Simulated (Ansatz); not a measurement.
Cd: competing structures

These are results of DFT r2SCAN, scalar-relativistic, plane waves, PAW (Ansatz), not measurements. Settings: cutoff 500 eV, Γ-centred meshes no coarser than 0.19 Å⁻¹ for metals and 0.3 Å⁻¹ for insulators (2π included), Gaussian smearing.

These are static lattice energies at zero pressure. Larger cells and other orderings weren't all tried, so the list isn't exhaustive. For metals, differences of a few meV/atom aren't resolved. No run is spin-polarised.

| # | started from | space group | atoms | V (Å³/atom) | ΔE (meV/atom) | gap on mesh (eV) |
| --- | --- | --- | --- | --- | --- | --- |
| 1 | database cell | P6_3/mmc (No. 194) | 2 | 22.0 | 0 | 0.00 |
| 2 | samarium (9R) type | R-3m (No. 166) | 3 | 22.1 | 4 | 0.00 |
| 3 | database cell | P6_3/mmc (No. 194) | 4 | 22.1 | 5 | 0.00 |
| 4 | iodine type, changed | Fmmm (No. 69) | 1 | 22.4 | 11 | 0.00 |
| 5 | database cell | R-3m (No. 166) | 1 | 21.9 | 21 | 0.00 |
| 6 | database cell | Fm-3m (No. 225) | 1 | 21.7 | 25 | 0.00 |
| 7 | beta-tungsten (A15) type | Pm-3n (No. 223) | 8 | 22.0 | 36 | 0.00 |
| 8 | black phosphorus type, changed | Fmmm (No. 69) | 2 | 23.5 | 58 | 0.00 |
| 9 | trigonal selenium type, changed | R-3m (No. 166) | 1 | 22.4 | 80 | 0.00 |
| 10 | database cell | Im-3m (No. 229) | 1 | 22.1 | 88 | 0.00 |
| 11 | simple hexagonal type | P6/mmm (No. 191) | 1 | 24.2 | 92 | 0.00 |
| 12 | omega type | P6/mmm (No. 191) | 3 | 22.4 | 95 | 0.00 |
| 13 | beta-tin type | I4_1/amd (No. 141) | 2 | 24.5 | 138 | 0.00 |
| 14 | simple cubic type | Pm-3m (No. 221) | 1 | 25.5 | 163 | 0.00 |
| 15 | alpha-boron type, changed | R-3m (No. 166) | 12 | 27.7 | 191 | 0.00 |
| 16 | diamond type | Fd-3m (No. 227) | 2 | 34.5 | 415 | 0.00 |

The first two are tied within the noise. The first: Space group P6_3/mmc (No. 194), hexagonal, a = 2.962 Å, c = 5.800 Å. Around Cd lie 6 Cd at 2.96 Å and 6 Cd at 3.37 Å.

Space group P6_3/mmc (No. 194). a = 2.962 Å, b = 2.962 Å, c = 5.800 Å, α = 90.00°, β = 90.00°, γ = 120.00°
| atom | site | symmetry | x | y | z |
| --- | --- | --- | --- | --- | --- |
| Cd | 2c | -6m2 | 0.3333 | 0.6667 | 0.2500 |

The second: Space group R-3m (No. 166), trigonal, a = 2.962 Å, c = 26.158 Å. Around Cd on Wyckoff site a (1 atom of the primitive cell) lie 6 Cd at 2.96 Å and 6 Cd at 3.38 Å; Cd on Wyckoff site c (2 atoms of the primitive cell) has 6 Cd at 2.96 Å and 6 Cd at 3.35–3.38 Å.